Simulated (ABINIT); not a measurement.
Crystal: MoP.

```
Mo P
1.0
     3.22300    0.00000    0.00000
    -1.61150    2.79120    0.00000
     0.00000    0.00000    3.19100
Mo P
1 1
Direct
  0.00000 0.00000 0.00000
  0.33333 0.66667 0.50000
```

Base run:

```yaml
Program: ABINIT 10.8.3 (patched build)
Functional: PBE
Potentials_or_basis: SG15 NC PBE v1.2
Cutoff: 1088 eV
k_mesh: 10 × 10 × 8
Occupations: fermi-dirac, width 0.05 eV
Spin: no spin polarisation
```

Its results: band gap on the k mesh none (metal or under the smearing width); pressure 2.4 GPa.

Q: After a change of settings the same cell gave: band gap on the k mesh none (metal or under the smearing width); pressure -7.4 GPa. Which change was it?
A. functional from PBE to LDA; potentials or basis from SG15 NC PBE v1.2 to PseudoDojo NC SR LDA v0.4 stringent
B. functional from PBE to AM05; potentials or basis from SG15 NC PBE v1.2 to JTH PAW PBE v2.0; cutoff from 1088 eV to 544 eV
C. functional from PBE to BLYP; potentials or basis from SG15 NC PBE v1.2 to JTH PAW PBE v2.0; cutoff from 1088 eV to 544 eV

A: A.
